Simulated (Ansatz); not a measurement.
Runs of Ansatz 0.2.0 on Cu. It takes space group Fm-3m (No. 225, cubic). The conventional cell has a = 3.615 Å, b = 3.615 Å, c = 3.615 Å, α = 90.00°, β = 90.00°, γ = 90.00°. Cu (site symmetry m-3m) is surrounded by 12 Cu at 2.56 Å. 

```tsv
task	level	cell	k mesh	points for each segment of the path	mesh quality	gap on the mesh (eV)	pressure (GPa)	relaxed volume (Å³/atom)
band structure	revPBE	as given	13 × 13 × 13	14	not flagged	none	5.2	-
band structure	RPBE	as given	13 × 13 × 13	14	not flagged	none	6.6	-
single point	PBEsol0	as given	7 × 7 × 7	-	coarse	none	-4.5	-
band structure	PBEsol	as given	13 × 13 × 13	14	not flagged	none	-6.6	-
relaxation of cell and atoms	PBEsol	relaxed	13 × 13 × 13	-	not flagged	-	0.0	(c)
relaxation of cell and atoms	PBE0	relaxed	7 × 7 × 7	-	coarse	none	0.0	(a)
relaxation of cell and atoms	LDA	relaxed	13 × 13 × 13	-	not flagged	-	0.0	10.88
band structure	LDA	as given	13 × 13 × 13	14	not flagged	none	(b)	-
relaxation of cell and atoms	RPBE	relaxed	13 × 13 × 13	-	not flagged	-	0.0	12.38
```

Alike in all rows: potentials or basis Ansatz PAW; no spin polarisation; cutoff (eV) 420; smearing fermi-dirac 0.05 eV.

Q: Fill in the values left out.

A: (a) 11.93; (b) -12.7; (c) 11.31.

Caveats: some runs use coarse meshes; the PAW data sets come from PBE, with cores solved anew for the run's functional, which leaves a small shift of forces and pressure; the plane-wave basis is chosen anew once the cell has moved, so the energies of steps on either side of that aren't comparable (some runs); the thresholds are loose for stress (some runs).

A gap of «none» marks a metal or a gap under the smearing width.

Runs at the PBE level aren't shown here.
